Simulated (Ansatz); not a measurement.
# CaF2: the cost of one run

Program: Ansatz 0.2.0. Level of theory: DFT PBE, scalar-relativistic, plane waves, PAW. These are calculated values, not measurements.

2 further runs of the same task are left out: 2 set aside as unsound or not needed.

**1. The structure to begin with**

The structure is cubic, space group Fm-3m (No. 225). The conventional cell has a = 5.510 Å, b = 5.510 Å, c = 5.510 Å, α = 90.00°, β = 90.00°, γ = 90.00°. Ca (site symmetry m-3m) has 8 F at 2.39 Å as nearest neighbours. F (site symmetry -43m) is surrounded by 4 Ca at 2.39 Å.

Structure file:

```
CELL_PARAMETERS angstrom
5.51044 0.00000 0.00000
0.00000 -5.51044 0.00000
0.00000 0.00000 -5.51044
ATOMIC_POSITIONS crystal
Ca 0.00000 0.00000 0.00000
Ca 0.50000 0.50000 0.00000
Ca 0.50000 0.00000 0.50000
Ca 0.00000 0.50000 0.50000
F 0.25000 0.25000 0.25000
F 0.75000 0.75000 0.25000
F 0.75000 0.25000 0.75000
F 0.25000 0.75000 0.75000
F 0.75000 0.75000 0.75000
F 0.25000 0.25000 0.75000
F 0.25000 0.75000 0.25000
F 0.75000 0.25000 0.25000
```

It is built from the cell relaxed beforehand with the same method (13.94 Å³/atom).

**2. Zero of the scan**

Contents of input.yaml:

```yaml
crystal:
  lattice:
    - [5.510436673, 0.0, 0.0]
    - [0.0, -5.510436673, 0.0]
    - [0.0, 0.0, -5.510436673]
  atoms:
    - { symbol: Ca, position: [0.0, 1.0, 1.0] }
    - { symbol: Ca, position: [0.5, 0.5, 1.0] }
    - { symbol: Ca, position: [0.5, 1.0, 0.5] }
    - { symbol: Ca, position: [0.0, 0.5, 0.5] }
    - { symbol: F, position: [0.25, 0.25, 0.25] }
    - { symbol: F, position: [0.75, 0.75, 0.25] }
    - { symbol: F, position: [0.75, 0.25, 0.75] }
    - { symbol: F, position: [0.25, 0.75, 0.75] }
    - { symbol: F, position: [0.75, 0.75, 0.75] }
    - { symbol: F, position: [0.25, 0.25, 0.75] }
    - { symbol: F, position: [0.25, 0.75, 0.25] }
    - { symbol: F, position: [0.75, 0.25, 0.25] }
basis:
  ecutwfc: 420
kpoints:
  mp_grid: { grid: [4, 4, 4] }
hamiltonian:
  xc: pbe
scf:
  occupations: { method: gaussian, width: 0.05 }
output:
  forces: true
  stress: true
  eigenvalues: true
  write_density: true
  write_potential: true
  elf: true
  volumetric_format: npy
```

On the command line:

```bash
ansatz run input.yaml --threads 1 --pin off --max-ram 2560MiB --backend cpu --events-out ev --progress --plain --runs-dir out
```

What time and memory should one allow on 1 thread of AMD EPYC 7R43 (Zen 3), shared host?

About 7.9 s, with a peak of 0.45 GiB.
